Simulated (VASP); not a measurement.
Calculation: PBE GGA, VASP's PBE PAW potentials (set 64) (plane waves; VASP).

A VASP calculation is set up with these files.

**INCAR**
```
SYSTEM = BaF2
PREC = Accurate; ENCUT = 520; LREAL = .FALSE.
LASPH = .TRUE.; NBANDS = 48
EDIFF = 1E-7; NELM = 100; ALGO = Normal
LMAXMIX = 4
ISMEAR = 0; SIGMA = 0.01
GGA = PE
LWAVE = .FALSE.; LCHARG = .FALSE.; NEDOS = 1001
LOPTICS = .TRUE.; CSHIFT = 0.1
```

KPOINTS:
```
Regular mesh
0
Gamma
  8 8 8
```

POSCAR:
```
BaF2
1.0
  0.0000000000   3.1442183820   3.1442183820
  3.1442183820   0.0000000000   3.1442183820
  3.1442183820   3.1442183820   0.0000000000
Ba F
1 2
Cartesian
  0.0000000000   0.0000000000   0.0000000000
  1.5721091910   1.5721091910   1.5721091910
  4.7163275730   4.7163275730   4.7163275730
```

POTCAR, in this order: Ba_sv F (PBE.64 set). Program: vasp_std.

The resulting files:

**OSZICAR**
```
       N       E                     dE             d eps       ncg     rms          rms(c)
DAV:   1     0.136623742230E+03    0.13662E+03   -0.10761E+04  2784   0.463E+02
DAV:   2    -0.137051597741E+02   -0.15033E+03   -0.14399E+03  3376   0.153E+02
DAV:   3    -0.188802941446E+02   -0.51751E+01   -0.51249E+01  3544   0.221E+01
DAV:   4    -0.189213899022E+02   -0.41096E-01   -0.41089E-01  3288   0.208E+00
DAV:   5    -0.189215363799E+02   -0.14648E-03   -0.14648E-03  3272   0.113E-01    0.845E+00
DAV:   6    -0.171280861780E+02    0.17935E+01   -0.34809E+00  3152   0.820E+00    0.396E+00
DAV:   7    -0.171034333061E+02    0.24653E-01   -0.11296E-01  3352   0.126E+00    0.217E+00
DAV:   8    -0.171222220312E+02   -0.18789E-01   -0.65447E-02  3152   0.114E+00    0.282E-01
DAV:   9    -0.171257331362E+02   -0.35111E-02   -0.18088E-03  3344   0.168E-01    0.145E-01
DAV:  10    -0.171292716329E+02   -0.35385E-02   -0.12893E-03  3048   0.133E-01    0.347E-02
DAV:  11    -0.171292893310E+02   -0.17698E-04   -0.74509E-05  3384   0.316E-02    0.165E-02
DAV:  12    -0.171293139074E+02   -0.24576E-04   -0.17158E-05  3112   0.139E-02    0.380E-03
DAV:  13    -0.171293148096E+02   -0.90221E-06   -0.36213E-07  3376   0.305E-03    0.345E-03
DAV:  14    -0.171293148854E+02   -0.75813E-07   -0.17015E-07  3120   0.153E-03
   1 F= -.17129315E+02 E0= -.17129315E+02  d E =-.162366E-39
 imaginary and real dielectric function
```

File OUTCAR:
```
------------------------ aborting loop because EDIFF is reached ----------------------------------------
  FORCE on cell =-STRESS in cart. coord.  units (eV):
  Direction    XX          YY          ZZ          XY          YZ          ZX
  --------------------------------------------------------------------------------------
  Total       -0.0563251     -0.0563251     -0.0563251     -0.0000000     -0.0000000      0.0000000
  in kB       -1.4515912     -1.4515912     -1.4515912     -0.0000000     -0.0000000      0.0000000
  external PRESSURE =      -1.4515912 kB  Pullay stress =       0.0000000 kB
  volume of cell :       62.17
      direct lattice vectors                 reciprocal lattice vectors
     0.000000000  3.144218382  3.144218382    -0.159022033  0.159022033  0.159022033
     3.144218382  0.000000000  3.144218382     0.159022033 -0.159022033  0.159022033
     3.144218382  3.144218382  0.000000000     0.159022033  0.159022033 -0.159022033
 POSITION                                       TOTAL-FORCE (eV/Angst)
 -----------------------------------------------------------------------------------
      0.00000      0.00000      0.00000         0.000000      0.000000      0.000000
      1.57211      1.57211      1.57211         0.000000     -0.000000      0.000000
      4.71633      4.71633      4.71633        -0.000000      0.000000     -0.000000
 -----------------------------------------------------------------------------------
    total drift:                                0.000000      0.000000      0.000000
  FREE ENERGIE OF THE ION-ELECTRON SYSTEM (eV)
  ---------------------------------------------------
  free  energy   TOTEN  =       -17.1293148854 eV

  energy  without entropy=      -17.1293148854  energy(sigma->0) =      -17.12931489

 plasma frequency squared (from intraband transitions) (eV^2)
  --------------------------------------------------------------------------------------
       0.000      -0.000      -0.000
      -0.000       0.000       0.000
      -0.000       0.000       0.000

 plasma frequency squared (from interband transitions, int dw w eps(2)(w)) (eV^2)
  --------------------------------------------------------------------------------------
     365.810       0.000      -0.000       0.000      -0.000      -0.000
      -0.000      -0.000     365.810       0.000      -0.000       0.000
      -0.000       0.000      -0.000      -0.000     365.810       0.000
```
(Selected blocks of OUTCAR.)

OUTCAR:
```
 val. band max:       -2.2382282096   @ k =  -0.2500   0.2500   0.0000

 cond. band min:       4.3402290237   @ k =   0.0000   0.0000   0.0000


 Fermi energy:        -2.1472953965

 k-point     1 :       0.0000    0.0000    0.0000
  band No.  band energies     occupation
      1     -25.4576      2.00000
      2     -21.1061      2.00000
      3     -21.1054      2.00000
      4     -10.3474      2.00000
      5     -10.3474      2.00000
      6     -10.3474      2.00000
      7      -3.6066      2.00000
      8      -3.6066      2.00000
      9      -3.6066      2.00000
     10      -2.2944      2.00000
     11      -2.2944      2.00000
     12      -2.2944      2.00000
     13       4.3402      0.00000
     14       6.7824      0.00000
     15       6.7824      0.00000
     16       8.8131      0.00000
     17       8.8131      0.00000
     18       8.8131      0.00000
     19      12.9222      0.00000
     20      12.9222      0.00000
     21      12.9222      0.00000
     22      17.2903      0.00000
     23      20.8281      0.00000
     24      20.9397      0.00000
     25      20.9397      0.00000
     26      20.9397      0.00000
     27      21.4670      0.00000
     28      21.4670      0.00000
     29      22.6288      0.00000
     30      22.6288      0.00000
     31      22.6288      0.00000
     32      24.2462      0.00000
     33      24.2462      0.00000
     34      24.2462      0.00000
     35      31.1271      0.00000
     36      31.9266      0.00000
     37      31.9266      0.00000
     38      32.3681      0.00000
     39      32.3681      0.00000
     40      32.3681      0.00000
     41      32.9426      0.00000
     42      32.9426      0.00000
     43      32.9426      0.00000
     44      34.8489      0.00000
     45      34.8489      0.00000
     46      36.7681      0.00000
     47      36.7685      0.00000
     48      36.7686      0.00000

 k-point     2 :       0.1250    0.0000    0.0000
  band No.  band energies     occupation
...
```

Unless said otherwise, spin-orbit coupling is left out, though it shifts the bands of the heavy elements here.

The compound is BaF2 in the fluorite structure. It was relaxed first.
